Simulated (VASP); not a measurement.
A run of VASP 6.6.1 is set up as follows.

Contents of INCAR:

```
SYSTEM = Ni
  ALGO = Fast
  EDIFF = 1E-7
  ENCUT = 520
  GGA = CA
  ISIF = 2
  ISMEAR = 0
  ISPIN = 2
  LASPH = .TRUE.
  LCHARG = .FALSE.
  LMAXMIX = 4
  LORBIT = 11
  LREAL = .FALSE.
  LWAVE = .FALSE.
  MAGMOM = 0.8
  NELM = 100
  PREC = Accurate
  SIGMA = 0.1
```

The input KPOINTS:

```
k-points
0
G
  20 20 20
  0 0 0
```

Contents of POSCAR:

```
Ni                                      
1.0
    0.0000000000      1.6944233800      1.6944233800
    1.6944233800      0.0000000000      1.6944233800
    1.6944233800      1.6944233800      0.0000000000
  Ni            
     1
Direct
     0.0000000000000000    0.0000000000000000    0.0000000000000000
```

Potentials or basis: VASP PAW LDA potentials, release 64 (Ni).

Command:

```bash
$ cat potpaw_LDA.64/Ni/POTCAR > POTCAR
$ mpirun -np 1 vasp_std > vasp.out
```

Problem. Estimate the net moment.

Solution. 0.59 μB per cell.

Problem. Estimate the pressure.

Solution. 8.2 GPa.
